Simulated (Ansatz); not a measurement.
AlN in the rocksalt structure, relaxed with r2SCAN in the plane-wave code Ansatz. The symmetry is Fm-3m (No. 225, cubic); conventional cell a = 4.038 Å, 8.23 Å³ an atom. Al has 6 N at 2.02 Å; N has 6 Al at 2.02 Å.

The axes x, y and z are those of this cell:
```
CELL_PARAMETERS angstrom
0.00000 2.01887 2.01887
2.01887 0.00000 2.01887
2.01887 2.01887 0.00000
ATOMIC_POSITIONS crystal
Al 0.00000 0.00000 0.00000
N 0.50000 0.50000 0.50000
```

Unstrained: The PBE gap is indirect, 4.669 eV (Γ to X), below the direct gap of 5.726 eV at Γ. r2SCAN gives an indirect gap of 5.522 eV, from Γ to X; the least direct gap is 6.530 eV at Γ. HSE06 gives an indirect gap of 6.083 eV, from Γ to X; the least direct gap is 7.266 eV at Γ. Meshes: PBE 10×10×10, r2SCAN 10×10×10, HSE06 8×8×8. Strains are changes of length per length. After each strain the atoms were relaxed again with r2SCAN within the symmetry that the strain leaves, so tilts or polar shifts that break it weren't tested; points keep the names that they have in the unstrained zone. No spin polarisation. The prototype was imposed, so other structures may be more stable.

Question: Apply isotropic +4.0 % on every length. How far does the gap move, against the unstrained cell?

Answer: PBE: the gap goes from 4.669 to 3.583 eV (-1.086 eV). r2SCAN: the gap goes from 5.522 to 4.382 eV (-1.140 eV). HSE06: the gap goes from 6.083 to 4.887 eV (-1.196 eV). The r2SCAN energy rises by 91.0 meV an atom.

Question: Apply isotropic +1.0 % on every length. How far does the gap move, against the unstrained cell?

Answer: PBE: the gap goes from 4.669 to 4.382 eV (-0.287 eV). r2SCAN: the gap goes from 5.522 to 5.222 eV (-0.300 eV). HSE06: the gap goes from 6.083 to 5.769 eV (-0.314 eV). The r2SCAN energy rises by 6.2 meV an atom.

Question: Estimate what isotropic -3.0 % on every length does to the gap.

Answer: PBE: the gap goes from 4.669 to 5.111 eV (+0.442 eV). r2SCAN: the gap goes from 5.522 to 5.843 eV (+0.321 eV). HSE06: the gap goes from 6.083 to 6.395 eV (+0.312 eV). The r2SCAN energy rises by 62.7 meV an atom.

Question: Apply isotropic -4.0 % on every length. How far does the gap move, against the unstrained cell?

Answer: PBE: the gap goes from 4.669 to 5.045 eV (+0.376 eV). r2SCAN: the gap goes from 5.522 to 5.778 eV (+0.256 eV). HSE06: the gap goes from 6.083 to 6.339 eV (+0.256 eV). The r2SCAN energy rises by 114.9 meV an atom.

Question: Estimate what isotropic -1.0 % on every length does to the gap.

Answer: PBE: the gap goes from 4.669 to 4.966 eV (+0.297 eV). r2SCAN: the gap goes from 5.522 to 5.832 eV (+0.310 eV). HSE06: the gap goes from 6.083 to 6.407 eV (+0.324 eV). The r2SCAN energy rises by 6.6 meV an atom.

Question: Apply isotropic +3.0 % on every length. How far does the gap move, against the unstrained cell?

Answer: PBE: the gap goes from 4.669 to 3.840 eV (-0.829 eV). r2SCAN: the gap goes from 5.522 to 4.653 eV (-0.869 eV). HSE06: the gap goes from 6.083 to 5.172 eV (-0.911 eV). The r2SCAN energy rises by 52.7 meV an atom.

Question: Estimate what isotropic +2.0 % on every length does to the gap.

Answer: PBE: the gap goes from 4.669 to 4.106 eV (-0.563 eV). r2SCAN: the gap goes from 5.522 to 4.933 eV (-0.589 eV). HSE06: the gap goes from 6.083 to 5.465 eV (-0.618 eV). The r2SCAN energy rises by 24.1 meV an atom.

Question: Estimate what isotropic -2.0 % on every length does to the gap.

Answer: PBE: the gap goes from 4.669 to 5.173 eV (+0.504 eV). r2SCAN: the gap goes from 5.522 to 5.903 eV (+0.381 eV). HSE06: the gap goes from 6.083 to 6.445 eV (+0.362 eV). The r2SCAN energy rises by 27.1 meV an atom.

The meshes of the hybrids are coarse, so their gaps aren't converged to the digits shown.
